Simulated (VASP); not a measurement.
# C (C2/m) in VASP: a series of runs

Aim: see how the results for C move with the level of theory and the settings. Levels: revPBE, BLYP, AM05, PW91, r2SCAN. Tasks: band structure.

Program: VASP 6.6.1. These are calculated values, not measurements. Logs are shortened: lines on timing, memory, paths and dates and some standing lists are left out, and cuts for length are marked.

### Step 1. Starting point

The structure is monoclinic, space group C2/m (No. 12). The conventional cell has a = 4.255 Å, b = 2.457 Å, c = 3.765 Å, α = 90.00°, β = 111.49°, γ = 90.00°. C (site symmetry m) has 3 C at 1.42 Å as nearest neighbours.

This is a stacking variant of graphite.

### Step 2. Band structure, revPBE

File POSCAR:

```
C
1.0
    2.1273203072     -1.2282824400      0.0000000000
    2.1273203072      1.2282824400      0.0000000000
   -1.3790696309      0.0000000000      3.5028300786
C
2
Direct
    0.1666444700      0.1666444700      0.9999069600
    0.8333555300      0.8333555300      0.0000930400
```

File INCAR.step1:

```
SYSTEM = C
PREC = Accurate ; ENCUT = 520
EDIFF = 1E-6 ; ISMEAR = -1
SIGMA = 0.05 ; LREAL = .False.
LASPH = .True. ; NELM = 80
ALGO = Normal ; ISIF = 2
LWAVE = .False. ; LCHARG = .True.
GGA = RE ; NBANDS = 11
```

File KPOINTS.step1:

```
regular mesh
0
Gamma
  13 13 8
  0 0 0
```

File INCAR.step2:

```
SYSTEM = C
PREC = Accurate ; ENCUT = 520
EDIFF = 1E-6 ; ISMEAR = 0
SIGMA = 0.05 ; LREAL = .False.
LASPH = .True. ; NELM = 80
ALGO = Normal ; ISIF = 2
LWAVE = .False. ; LCHARG = .False.
GGA = RE ; NBANDS = 11
ICHARG = 11
```

File KPOINTS.step2:

```
path GYFLI,I1ZF1,YX1,XGN,MG
15
line-mode
reciprocal
 0.0000000000  0.0000000000  0.0000000000  G
 0.5000000000  0.5000000000 -1.0000000000  Y

 0.5000000000  0.5000000000 -1.0000000000  Y
 0.4123194886  0.4123194886 -1.1190266490  F

 0.4123194886  0.4123194886 -1.1190266490  F
 0.5000000000  0.5000000000 -0.5000000000  L

 0.5000000000  0.5000000000 -0.5000000000  L
 0.6935932999  0.3064067001 -0.5000000000  I

 0.3064067001 -0.3064067001  0.5000000000  I1
 0.0000000000  0.0000000000  0.5000000000  Z

 0.0000000000  0.0000000000  0.5000000000  Z
 0.5876805114  0.5876805114  0.1190266490  F1

 0.5000000000  0.5000000000 -1.0000000000  Y
 0.6104897536  0.3895102464 -1.0000000000  X1

 0.3895102464 -0.3895102464  0.0000000000  X
 0.0000000000  0.0000000000  0.0000000000  G

 0.0000000000  0.0000000000  0.0000000000  G
 0.5000000000  0.0000000000 -0.5000000000  N

 0.5000000000  0.0000000000  0.0000000000  M
 0.0000000000  0.0000000000  0.0000000000  G
```

Potentials or basis: VASP PAW PBE potentials, release 64 (C).

Run with:

```console
$ cat potpaw_PBE.64/C/POTCAR > POTCAR
$ cp INCAR.step1 INCAR
$ cp KPOINTS.step1 KPOINTS
$ mpirun -np 1 vasp_std > vasp.out
$ cp INCAR.step2 INCAR
$ cp KPOINTS.step2 KPOINTS
$ mpirun -np 1 vasp_std > vasp.out
```

OUTCAR:

```text
SYSTEM = C
   PREC = Accurate
   ENCUT = 520
   EDIFF = 1E-6
   ISMEAR = 0
   LREAL = .False.
   LASPH = .True.
   NELM = 80
   ISIF = 2
   GGA = RE
   ICHARG = 11

 ion  position               nearest neighbor table
   1  0.167  0.167  1.000-   2 1.42   2 1.42   2 1.42
   2  0.833  0.833  0.000-   1 1.42   1 1.42   1 1.42

  LATTYP: Found a base centered monoclinic cell.
 ALAT       =     4.2546406144
 B/A-ratio  =     0.5773848141
 C/A-ratio  =     0.8848045598
 COS(beta)  =    -0.3663329314

  Lattice vectors:

 A1 = (   2.1273203072,  -1.2282824400,   0.0000000000)
 A2 = (   2.1273203072,   1.2282824400,   0.0000000000)
 A3 = (  -1.3790696309,   0.0000000000,   3.5028300786)

Analysis of symmetry for initial positions (statically):
=====================================================================
 Subroutine PRICEL returns:
 Original cell was already a primitive cell.

 Routine SETGRP: Setting up the symmetry group for a
 base centered monoclinic supercell.

 Subroutine GETGRP returns: Found  4 space group operations
 (whereof  4 operations were pure point group operations)
 out of a pool of  4 trial point group operations.

The static configuration has the point symmetry C_2h.

Analysis of symmetry for dynamics (positions and initial velocities):
=====================================================================
 Subroutine PRICEL returns:
 Original cell was already a primitive cell.

 Routine SETGRP: Setting up the symmetry group for a
 base centered monoclinic supercell.

 Subroutine GETGRP returns: Found  4 space group operations
 (whereof  4 operations were pure point group operations)
 out of a pool of  4 trial point group operations.

The dynamic configuration has the point symmetry C_2h.

 Subroutine INISYM returns: Found  4 space group operations
 (whereof  4 operations are pure point group operations),
 and found     1 'primitive' translations

----------------------------------------------------------------------------------------

                                     Primitive cell

  volume of cell :      18.3054

  direct lattice vectors                    reciprocal lattice vectors
     2.127320307 -1.228282440  0.000000000     0.235037478 -0.407072497  0.092534619
     2.127320307  1.228282440  0.000000000     0.235037478  0.407072497  0.092534619
    -1.379069631  0.000000000  3.502830079     0.000000000  0.000000000  0.285483446

  length of vectors
     2.456454649  2.456454649  3.764525416     0.479075453  0.479075453  0.285483446

  position of ions in fractional coordinates (direct lattice)
     0.166644470  0.166644470  0.999906960
     0.833355530  0.833355530  0.000093040

  ion indices of the primitive-cell ions
   primitive index   ion index
                 1           1
                 2           2

----------------------------------------------------------------------------------------

 KPOINTS: path GYFLI,I1ZF1,YX1,XGN,MG

Interpolating k-points between supplied coordinates.

 Line segments in fractional coordinates (reciprocal lattice):
    0.000000  0.000000  0.000000  ...  0.500000  0.500000 -1.000000
    0.500000  0.500000 -1.000000  ...  0.412319  0.412319 -1.119027
    0.412319  0.412319 -1.119027  ...  0.500000  0.500000 -0.500000
    0.500000  0.500000 -0.500000  ...  0.693593  0.306407 -0.500000
    0.306407 -0.306407  0.500000  ...  0.000000  0.000000  0.500000
    0.000000  0.000000  0.500000  ...  0.587681  0.587681  0.119027
    0.500000  0.500000 -1.000000  ...  0.610490  0.389510 -1.000000
    0.389510 -0.389510  0.000000  ...  0.000000  0.000000  0.000000
    0.000000  0.000000  0.000000  ...  0.500000  0.000000 -0.500000
    0.500000  0.000000  0.000000  ...  0.000000  0.000000  0.000000

 Generated    15 points on each line segment, for a total of    150 k-points:

 Following reciprocal coordinates:
            Coordinates               Weight
  0.000000  0.000000  0.000000      0.006667
  0.035714  0.035714 -0.071429      0.006667
  0.071429  0.071429 -0.142857      0.006667
  0.107143  0.107143 -0.214286      0.006667
  0.142857  0.142857 -0.285714      0.006667
  0.178571  0.178571 -0.357143      0.006667
[... 16 lines left out ...]
  0.456160  0.456160 -1.059513      0.006667
  0.449897  0.449897 -1.068015      0.006667
 [... further k-points ...]
   k-points           NKPTS =    150   k-points in BZ     NKDIM =    150   number of bands    NBANDS=     11
   number of dos      NEDOS =    301   number of ions     NIONS =      2
   total plane-waves  NPLWV =   9072
   dimension x,y,z NGX =    18 NGY =   18 NGZ =   28
   dimension x,y,z NGXF=    36 NGYF=   36 NGZF=   56
   ions per type =               2
   NGX,Y,Z   is equivalent  to a cutoff of  12.18, 12.18, 12.37 a.u.
   NGXF,Y,Z  is equivalent  to a cutoff of  24.36, 24.36, 24.73 a.u.
 SYSTEM =  C
   PREC   = accura    normal or accurate (medium, high low for compatibility)
   ISTART =      0    job   : 0-new  1-cont  2-samecut
   ICHARG =     11    charge: 1-file 2-atom 10-const
   ISPIN  =      1    spin polarized calculation?
   LNONCOLLINEAR =      F non collinear calculations
   LSORBIT =      F    spin-orbit coupling
   LASPH  =      T    aspherical Exc in radial PAW
   ENCUT  =  520.0 eV  38.22 Ry    6.18 a.u.   4.57  4.57  7.00*2*pi/ulx,y,z
   NELM   =     80;   NELMIN=  2; NELMDL=  0     # of ELM steps
   EDIFF  = 0.1E-05   stopping-criterion for ELM
   LREAL  =      F    real-space projection
   EDIFFG = 0.1E-04   stopping-criterion for IOM
   NSW    =      0    number of steps for IOM
   IBRION =     -1    ionic relax: 0-MD 1-quasi-New 2-CG
   NFREE  =      0    steps in history (QN), initial steepest desc. (CG)
   ISIF   =      2    stress and relaxation
   ISYM   =      2    0-nonsym 1-usesym 2-fastsym
   POTIM  = 0.5000    time-step for ionic-motion
   TEBEG  =    0.0;   TEEND  =   0.0 temperature during run
   PSTRESS=    0.0 pullay stress
   NELECT =       8.0000    total number of electrons
   NUPDOWN=      -1.0000    fix difference up-down
   EMIN   =  10.00;   EMAX   =-10.00  energy-range for DOS
   EFERMI =   0.00;   METHOD = LEGACY
   ISMEAR =     0;   SIGMA  =   0.05  broadening in eV -4-tet -1-fermi 0-gaus
   EFERMI_NEDOS =   21; number of points for ismear=-14 and -15
   IALGO  =     38    algorithm
   IMIX   =      4    mixing-type and parameters
     AMIX     =   0.40;   BMIX     =  1.00
     AMIX_MAG =   1.60;   BMIX_MAG =  1.00
  volume/ion in A,a.u.               =       9.15        61.77
  Fermi-wavevector in a.u.,A,eV,Ry     =   1.242352  2.347705 20.999765  1.543439
  Thomas-Fermi vector in A             =   2.376710
   LORBIT       =      0    0 simple, 1 ext, 2 COOP (PROOUT), +10 PAW based schemes
   GGA     = RE    functional components
   LHFCALC =     F    Hartree Fock is set to
   AEXX    =    0.0000 exact exchange contribution
   IVDW    =     0    specifies the selected vdW correction
   LEPSILON=     F    determine dielectric tensor
   LRPA    =     F    only Hartree local field effects (RPA)
 non-spin polarized calculation
 Gauss-broadening in eV      SIGMA  =   0.05
  energy-cutoff  :      520.00
  volume of cell :       18.31
 maximum number of plane-waves:       506

 number of electron       8.0000000 magnetization

 Free energy of the ion-electron system (eV)
  ---------------------------------------------------
  ext. energy  EPLUGINS =         0.00000000
  ---------------------------------------------------
  free energy    TOTEN  =       -16.60502114 eV

  energy without entropy =      -16.60502114  energy(sigma->0) =      -16.60502114

 E-fermi :   4.4907     XC(G=0):  -9.8500

 val. band max:        4.3173541225   @ k =   0.6521   0.3479  -0.5000
 cond. band min:       4.6643366414   @ k =   0.6521   0.3479  -0.5000
 fundamental gap:      0.3469825190
 Fermi energy:         4.4907307539

 k-point     1 :       0.0000    0.0000    0.0000
  band No.  band energies     occupation
      1     -15.2907      2.00000
      2      -2.3926      2.00000
      3       1.4701      2.00000
      4       1.4735      2.00000
      5       8.6463      0.00000
      6      12.9004      0.00000
      7      12.9026      0.00000
      8      16.0316      0.00000
      9      17.2541      0.00000
     10      27.3712      0.00000
     11      28.8883      0.00000

 k-point     2 :       0.0357    0.0357   -0.0714
  band No.  band energies     occupation
      1     -15.2556      2.00000
      2      -2.3989      2.00000
      3       1.3463      2.00000
      4       1.4039      2.00000
      5       8.7821      0.00000
      6      12.9233      0.00000
      7      13.0329      0.00000
      8      15.9216      0.00000
      9      17.3061      0.00000
     10      27.4686      0.00000
     11      28.6377      0.00000

 k-point     3 :       0.0714    0.0714   -0.1429
  band No.  band energies     occupation
      1     -15.1507      2.00000
      2      -2.4109      2.00000
      3       0.9790      2.00000
      4       1.2155      2.00000
      5       9.1811      0.00000
      6      12.9701      0.00000
      7      13.4195      0.00000
      8      15.6062      0.00000
      9      17.4662      0.00000
     10      27.7218      0.00000
     11      27.9929      0.00000

 k-point     4 :       0.1071    0.1071   -0.2143
  band No.  band energies     occupation
      1     -14.9777      2.00000
      2      -2.4106      2.00000
      3       0.4087      2.00000
      4       0.9307      2.00000
      5       9.8201      0.00000
      6      13.0090      0.00000
      7      14.0328      0.00000
      8      15.1167      0.00000
      9      17.7402      0.00000
     10      27.0480      0.00000
     11      28.1798      0.00000

 k-point     5 :       0.1429    0.1429   -0.2857
  band No.  band energies     occupation
      1     -14.7390      2.00000
      2      -2.3741      2.00000
      3      -0.3176      2.00000
      4       0.5819      2.00000
      5      10.6636      0.00000
      6      13.0111      0.00000
      7      14.4918      0.00000
      8      14.8363      0.00000
      9      18.1216      0.00000
     10      26.1005      0.00000
     11      28.5932      0.00000
[... 211 lines left out ...]
 k-point    21 :       0.4687    0.4687   -1.0425
  band No.  band energies     occupation
      1     -10.2152      2.00000
      2      -8.4402      2.00000
      3      -1.9499      2.00000
      4       1.7941      2.00000
      5       6.0805      0.00000
      6      11.8281      0.00000
      7      16.8302      0.00000
      8      19.6235      0.00000
      9      23.7285      0.00000
     10      24.5118      0.00000
     11      27.3892      0.00000

 k-point    22 :       0.4624    0.4624   -1.0510
  band No.  band energies     occupation
      1     -10.3288      2.00000
      2      -8.3143      2.00000
      3      -1.9390      2.00000
      4       1.7696      2.00000
      5       6.1481      0.00000
      6      11.8377      0.00000
      7      16.5750      0.00000
      8      19.7523      0.00000
      9      23.7342      0.00000
     10      24.4340      0.00000
     11      27.3881      0.00000

 k-point    23 :       0.4562    0.4562   -1.0595
  band No.  band energies     occupation
      1     -10.4466      2.00000
      2      -8.1820      2.00000
      3      -1.9263      2.00000
      4       1.7412      2.00000
      5       6.2269      0.00000
      6      11.8490      0.00000
      7      16.3099      0.00000
      8      19.8736      0.00000
      9      23.7321      0.00000
     10      24.3434      0.00000
     11      27.5466      0.00000

 k-point    24 :       0.4499    0.4499   -1.0680
  band No.  band energies     occupation
      1     -10.5667      2.00000
      2      -8.0450      2.00000
      3      -1.9115      2.00000
      4       1.7092      2.00000
      5       6.3162      0.00000
      6      11.8619      0.00000
      7      16.0388      0.00000
      8      19.9859      0.00000
      9      23.7206      0.00000
     10      24.2409      0.00000
     11      27.4679      0.00000

 [... further k-points ...]

------------------------ aborting loop because EDIFF is reached ----------------------------------------

  FORCE on cell =-STRESS in cart. coord.  units (eV):
  Direction    XX          YY          ZZ          XY          YZ          ZX
  --------------------------------------------------------------------------------------
  -------------------------------------------------------------------------------------
  Total        7.4617930     -2.7781230      1.5845479      0.0000000      0.0000000     -0.4609385
  in kB      653.0908302   -243.1542461    138.6870007      0.0000000      0.0000000    -40.3434787
  external PRESSURE =     182.8745283 kB  Pullay stress =       0.0000000 kB

 VOLUME and BASIS-vectors are now :
 -----------------------------------------------------------------------------
  energy-cutoff  :      520.00
  volume of cell :       18.31
      direct lattice vectors                 reciprocal lattice vectors
     2.127320307 -1.228282440  0.000000000     0.235037478 -0.407072497  0.092534619
     2.127320307  1.228282440  0.000000000     0.235037478  0.407072497  0.092534619
    -1.379069631  0.000000000  3.502830079     0.000000000  0.000000000  0.285483446

 POSITION                                       TOTAL-FORCE (eV/Angst)
 -----------------------------------------------------------------------------------
     -0.66993      0.00000      3.50250         6.723654      0.000000     -0.163221
      3.54550      0.00000      0.00033        -6.723654      0.000000      0.163221
 -----------------------------------------------------------------------------------
    total drift:                               -0.000000     -0.000000      0.000000

  FREE ENERGIE OF THE ION-ELECTRON SYSTEM (eV)
  ---------------------------------------------------
  free  energy   TOTEN  =       -16.6050211416 eV

  energy  without entropy=      -16.6050211394  energy(sigma->0) =      -16.60502114
```

Wall time 28 s (1 thread of Intel Xeon 6975P-C (Granite Rapids), shared host); peak memory 0.16 GiB.

Results:

```
Band gap along the path : 0.35 eV, direct
```

Levels at the corners of the path, in eV from the valence-band top:
```csv
point,band 2,band 3,band 4,band 5,band 6,band 7
Γ,-6.71,-2.85,-2.84,4.33,8.58,8.59
Y,-13.14,-6.29,-2.47,1.61,7.49,13.31
Y,-13.14,-6.29,-2.47,1.61,7.49,13.31
F,-11.48,-6.10,-2.87,2.73,7.65,10.11
F,-11.48,-6.10,-2.87,2.73,7.65,10.11
L,-13.19,-6.26,-1.98,2.10,7.77,12.11
L,-13.19,-6.26,-1.98,2.10,7.77,12.11
I,-11.95,-10.21,-1.04,1.20,10.90,13.59
I1,-11.95,-10.21,-1.04,1.20,10.90,13.59
Z,-8.23,-2.86,-2.86,8.55,8.55,9.99
Z,-8.23,-2.86,-2.86,8.55,8.55,9.99
F1,-11.48,-6.10,-2.87,2.73,7.65,10.11
Y,-13.14,-6.29,-2.47,1.61,7.49,13.31
X1,-12.48,-9.15,-1.40,1.32,11.39,11.53
X,-12.48,-9.15,-1.40,1.32,11.39,11.53
Γ,-6.71,-2.85,-2.84,4.33,8.58,8.59
Γ,-6.71,-2.85,-2.84,4.33,8.58,8.59
N,-13.14,-6.29,-2.50,1.56,7.49,13.41
M,-13.20,-6.26,-1.94,2.15,7.77,12.01
Γ,-6.71,-2.85,-2.84,4.33,8.58,8.59
```

Caveat: the log is that of the step along the path at fixed density, whose energy, stress, charges and moments have no meaning; the PAW data sets were made with another functional, which shifts forces and pressure a little; this functional lacks dispersion, which binds the layers, so the pressure and a relaxed spacing across them are unreliable.

(Continued in part 2 of 2.)
